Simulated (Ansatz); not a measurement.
What does this script print? It uses Ansatz's Python interface.

Script `dfpt_tac.py`:
```python
"""DFPT phonons of TaC."""

from pathlib import Path

import ansatz as az
from ase import Atoms
import numpy as np


def main() -> None:
    atoms = Atoms(
        ["Ta", "C"],
        scaled_positions=[
            (0.0, 0.0, 0.0),
            (0.5, 0.5, 0.5),
        ],
        cell=[
            (0.0, 2.223, 2.223),
            (2.223, 0.0, 2.223),
            (2.223, 2.223, 0.0),
        ],
        pbc=True,
    )
    crystal = az.Crystal.from_ase(atoms)

    setup = crystal.calculation()
    setup = setup.functional("pbe")
    setup = setup.basis(470)
    setup = setup.occupations("fermi_dirac").kpoints(12, 12, 12)
    setup = setup.phonons("dfpt")
    result = setup.run(runs_dir="runs")
    ph = result.phonons

    print("Gamma modes (1/cm):", " ".join(f"{w:.1f}" for w in ph.gamma_omega_inv_cm))
    print("in meV:", " ".join(f"{w * 0.1239842:.2f}" for w in ph.gamma_omega_inv_cm))


if __name__ == "__main__":
    main()
```

Output of `python dfpt_tac.py`:
```text
Gamma modes (1/cm): 0.0 0.0 0.0 563.9 563.9 563.9
in meV: 0.00 0.00 0.00 69.91 69.91 69.91
```

The cell isn't relaxed first, so the values belong to this volume. The mesh is modest for a metal, so energies can be off by several to tens of meV an atom and pressures by half a GPa or more; differences at equal mesh fare better. Of the deposited cell: the entry's cell lengths or inner coordinates differ somewhat from later room-temperature determinations. Spin-orbit coupling, which matters for elements this heavy, is left out. The structure is a deposited one; some such entries were measured under pressure or heat, so a shift against it needn't be the functional's error alone. The structure is taken as given; imaginary modes can come from an unrelaxed or unstable start. Phonons of metals also depend on mesh and smearing. The whole script took 27 s on 1 thread of Arm Neoverse N1, with other jobs on the host, peak memory 0.54 GiB.
